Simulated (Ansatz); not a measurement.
# Nuclear-site quantities of Y as the cell is scaled

```
Y
1.0
     0.00000    2.53192    2.53192
     2.53192    0.00000    2.53192
     2.53192    2.53192    0.00000
Y
1
Direct
  0.00000 0.00000 0.00000
```

The cell was built from the fcc type and relaxed in the same program, and has space group Fm-3m; it needn't be a known or the stable phase.

Spin polarisation is left out, and whether a magnetic state lies lower isn't shown here.

The calculation used Ansatz 0.2.0, DFT, PBE, all-electron PAW with datasets made for the crystal, scalar-relativistic.

Settings: a Γ-centred 12×12×12 k mesh, Fermi–Dirac smearing of 0.03 eV, cutoff 200 eV (chosen by the program for this cell), no spin polarisation.

The contact density is the mean electron density over the nuclear volume; its changes follow the s electrons' response to bonding and compression. Changes below are taken from the unscaled cell, where it is 443980 e/Å³ at Y.

```csv
V/V(cell),P (GPa),Δρ(0) Y (e/Å³)
0.9500,2.2,?
1.0000,0.0,0.00
1.0500,-1.8,?
```

(1) Fill in "Δρ(0) Y (e/Å³)" for the row "0.9500".

(2) What belongs in the row "1.0500", column "Δρ(0) Y (e/Å³)"?

The datasets are made afresh for each cell, so very small changes are uncertain.

## Answers

(1) 1.18.

(2) -1.06.
